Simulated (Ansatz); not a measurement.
# Sm3H: the cost of one run

Method: DFT PBE, scalar-relativistic, plane waves, PAW; 4f electrons in the core of a trivalent norm-conserving potential, in Ansatz 0.2.0.

2 further runs of the same task are left out: 1 that didn't finish, 1 set aside as unsound or not needed.

## Step 1: Starting point

Symmetry: P6/mmm, No. 191, hexagonal system. The conventional cell has a = 4.675 Å, b = 4.675 Å, c = 4.934 Å, α = 90.00°, β = 90.00°, γ = 120.00°. Sm (site symmetry 6/mmm) has 2 H at 2.47 Å in its first shell of neighbours. Around Sm (site symmetry -6m2) lie 3 H at 2.70 Å and 3 Sm at 2.70 Å. Around H (site symmetry 6/mmm) lie 8 Sm at 2.47 to 2.70 Å.

As a file:

```
CELL_PARAMETERS angstrom
4.67523 0.00000 0.00000
-2.33762 4.04887 0.00000
0.00000 0.00000 4.93422
ATOMIC_POSITIONS crystal
Sm 0.00000 0.00000 0.50000
Sm 0.33333 0.66667 0.00000
Sm 0.66667 0.33333 0.00000
H 0.00000 0.00000 0.00000
```

A structure generator made this guess: species swapped into a database cell of Li3N (P6/mmm, No. 191), with Sm on the Li sites and H on the N sites. Its size is a rough estimate.

## Step 2: The guess as it stands, on a coarse mesh

input.yaml reads:

```yaml
crystal:
  lattice:
    - [4.67523367, 0.0, 0.0]
    - [-2.33761683, 4.04887113, 0.0]
    - [0.0, 0.0, 4.93422395]
  atoms:
    - { symbol: Sm, position: [0.0, 0.0, 0.5] }
    - { symbol: Sm, position: [0.33333333, 0.66666667, 0.0] }
    - { symbol: Sm, position: [0.66666667, 0.33333333, 0.0] }
    - { symbol: H, position: [0.0, 0.0, 0.0] }
basis:
  ecutwfc: 690
kpoints:
  mp_grid: { grid: [6, 6, 4] }
hamiltonian:
  xc: pbe
  pseudopotentials:
    kind: paw
    azcp: { Sm: "pseudopotentials/pbe/nc/lanthanide_3plus/Sm.nc.azcp" }
scf:
  occupations: { method: gaussian, width: 0.1 }
  lower_state_search: "off"
output:
  forces: true
  stress: true
  eigenvalues: true
```

Command:

```bash
$ ansatz run input.yaml --threads 1 --pin off --max-ram 2560MiB --backend cpu --events-out ev --progress --plain --runs-dir out
```

What time and memory should one allow on 1 thread of Arm Neoverse V1, shared host?

About 5.8 s, with a peak of 0.37 GiB.
